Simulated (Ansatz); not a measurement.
# KCl: the cost of one run

All numbers below are computed with Ansatz 0.2.0 (DFT, plane waves, PAW, no spin polarisation).

## Step 1: The system as given

The cell holds 16 atoms (Cl8K8): a = 9.920 Å, b = 9.920 Å, c = 9.920 Å, α = 60.00°, β = 60.00°, γ = 60.00°.

Coordinates:

```xyz
16
Lattice="0.0000 7.0146 7.0146 7.0146 0.0000 7.0146 7.0146 7.0146 0.0000" Properties=species:S:1:pos:R:3 pbc="T T T"
K     0.0000    0.0000    0.0000
Cl    1.7536    1.7536    1.7536
K     3.5073    3.5073    0.0000
Cl    5.2609    5.2609    1.7536
K     3.5073    0.0000    3.5073
Cl    5.2609    1.7536    5.2609
K     7.0146    3.5073    3.5073
Cl    8.7682    5.2609    5.2609
K     0.0000    3.5073    3.5073
Cl    1.7536    5.2609    5.2609
K     3.5073    7.0146    3.5073
Cl    5.2609    8.7682    5.2609
K     3.5073    3.5073    7.0146
Cl    5.2609    5.2609    8.7682
K     7.0146    7.0146    7.0146
Cl    8.7682    8.7682    8.7682
```

## Step 2: Run 1: PBE

input.yaml reads:

```yaml
crystal:
  lattice:
    - [0.0, 7.0145657209, 7.0145657209]
    - [7.0145657209, 0.0, 7.0145657209]
    - [7.0145657209, 7.0145657209, 0.0]
  atoms:
    - { symbol: K, position: [0.0, 0.0, 0.0] }
    - { symbol: Cl, position: [0.125, 0.125, 0.125] }
    - { symbol: K, position: [0.0, 0.0, 0.5] }
    - { symbol: Cl, position: [0.125, 0.125, 0.625] }
    - { symbol: K, position: [0.0, 0.5, 0.0] }
    - { symbol: Cl, position: [0.125, 0.625, 0.125] }
    - { symbol: K, position: [0.0, 0.5, 0.5] }
    - { symbol: Cl, position: [0.125, 0.625, 0.625] }
    - { symbol: K, position: [0.5, 0.0, 0.0] }
    - { symbol: Cl, position: [0.625, 0.125, 0.125] }
    - { symbol: K, position: [0.5, 0.0, 0.5] }
    - { symbol: Cl, position: [0.625, 0.125, 0.625] }
    - { symbol: K, position: [0.5, 0.5, 0.0] }
    - { symbol: Cl, position: [0.625, 0.625, 0.125] }
    - { symbol: K, position: [0.5, 0.5, 0.5] }
    - { symbol: Cl, position: [0.625, 0.625, 0.625] }
kpoints:
  mp_grid: { grid: [2, 2, 2] }
hamiltonian:
  xc: pbe
scf:
  occupations: { method: fermi_dirac, width: 0.026 }
md:
  ensemble: nvt_langevin
  temperature: 300
  timestep: 1.5
  n_steps: 20
  initial_velocities: maxwell_boltzmann
  seed: 3522
```

Run with:

```bash
$ ansatz run input.yaml --threads 4 --pin off --max-ram 3686MiB --backend cpu --events-out ev --progress --plain --runs-dir out
```

What time and memory should one allow on 4 threads of Intel Xeon Platinum 8375C at 2.90GHz (Ice Lake), shared host?

About 75 s, with a peak of 1.9 GiB.
